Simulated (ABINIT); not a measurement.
**InP: single point with PBE**

Crystal: InP.

```
In P
1.0
     0.00000    2.93050    2.93050
     2.93050    0.00000    2.93050
     2.93050    2.93050    0.00000
In P
1 1
Cartesian
  0.0000 0.0000 0.0000
  4.3957 4.3957 4.3957
```

* Program: ABINIT 10.8.3 (patched build)
* Task: single point
* Functional: PBE
* Potentials or basis: SPMS NC PBE v1.0
* Cutoff: 490 eV
* k mesh: 6 × 6 × 6
* Occupations: fixed
* Spin: no spin polarisation

| Item | Value |
| --- | --- |
| Band gap on the k mesh | 0.71 eV, direct |
| Valence electrons inside the program's atomic spheres | In 9.89; P 2.81 |

Levels at points of the mesh, in eV from the valence-band top:
```tsv
k point	band 7	band 8	band 9	band 10	band 11
(0.00, 0.00, 0.00)	0.00	0.00	0.00	0.71	4.09
(0.50, 0.00, 0.00)	-5.73	-0.97	-0.97	1.50	4.81
(0.50, 0.50, 0.00)	-5.76	-2.32	-2.32	1.76	2.26
```

Run time: 1.1 s on 8 MPI ranks on Intel(R) Xeon(R) 6975P-C (Granite Rapids), with other jobs on the host, peak memory 0.48 GiB a rank.

Caveat: spin-orbit coupling is left out, which moves the levels of the heavy elements. As with any semilocal functional, this PBE gap is likely too small.
